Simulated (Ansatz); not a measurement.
# TePb: pressure up to the limit of the methods

The task here is to estimate one member of a computed series from the others.

Method: DFT PBEsol, with the methods named in each step, in Ansatz 0.2.0.

### The system as given

It takes space group Pm-3m (No. 221, cubic). Conventional cell: a = 4.002 Å, b = 4.002 Å, c = 4.002 Å, α = 90.00°, β = 90.00°, γ = 90.00°. Te (site symmetry m-3m) has 8 Pb at 3.47 Å as nearest neighbours. Pb (site symmetry m-3m) has 8 Te at 3.47 Å as nearest neighbours.

Structure file:

```xyz
2
Lattice="4.0023 0.0000 0.0000 0.0000 4.0023 0.0000 0.0000 0.0000 4.0023" Properties=species:S:1:pos:R:3 pbc="T T T"
Te    2.0011    2.0011    2.0011
Pb    0.0000    0.0000    0.0000
```

Whether this phase is the stable one at these pressures isn't tested.

Atoms are numbered in the order of the input: Te1, Pb2.

Set-up of the first run:

input.yaml

```yaml
crystal:
  lattice:
    - [4.002287, 0.0, 0.0]
    - [0.0, 4.002287, 0.0]
    - [0.0, 0.0, 4.002287]
  atoms:
    - { symbol: Te, position: [0.5, 0.5, 0.5] }
    - { symbol: Pb, position: [0.0, 0.0, 0.0] }
kpoints:
  mp_grid: { grid: [9, 9, 9] }
  band_path:
    path:
      - [0.0, 0.0, 0.0]
      - [0.0, 0.5, 0.0]
      - [0.5, 0.5, 0.0]
      - [0.0, 0.0, 0.0]
      - [0.5, 0.5, 0.5]
      - [0.0, 0.5, 0.0]
      - [0.5, 0.5, 0.5]
      - [0.5, 0.5, 0.0]
    npoints: 14
scf:
  occupations: { method: fermi_dirac, width: 0.05 }
hamiltonian:
  xc: pbesol
  pseudopotentials: { kind: all_electron, lapw: { basis_error: 0.001 } }
output:
  forces: true
  stress: true
  eigenvalues: true
  populations: true
```

The run is started by

```sh
ansatz run input.yaml --threads 1 --pin off --max-ram 2048MiB --backend cpu --events-out ev --progress --plain --runs-dir out
```

Steps of the session up to this table: The reference volume, LAPW; Volume scaled by 1, crystal datasets; Volume scaled by 0.9, LAPW; Volume scaled by 0.6, LAPW; Volume scaled by 0.45, LAPW; Volume scaled by 0.45, crystal datasets.

One table of the session follows, with a row left open; its other results are not shown here.

| method | volume over the first | volume (Å³/atom) | pressure (GPa) |
| --- | --- | --- | --- |
| LAPW | 1 | 32.055 | -2.92 |
| LAPW | 0.9 | 28.849 | 2.04 |
| LAPW | 0.6 | 19.233 | 58.00 |
| LAPW | 0.45 | 14.425 | 195.00 |
| PAW | 1 | 32.055 | -2.93 |
| PAW | 0.9 | 28.849 | 2.03 |
| PAW | 0.6 | 19.233 | 57.99 |
| PAW | 0.45 | ? | ? |
| crystal datasets | 1 | 32.055 | -2.92 |
| crystal datasets | 0.45 | 14.425 | 195.00 |

Q: Estimate the row for PAW, 0.45 from the others.

The run gave: volume (Å³/atom): 14.425; pressure (GPa): 195.10.

Limits of these values: Rows by PAW come from runs of the same series that aren't printed here. Warnings in the runs' records: stress scf threshold loose, crystal datasets made, gradients without spin orbit, printed levels off.
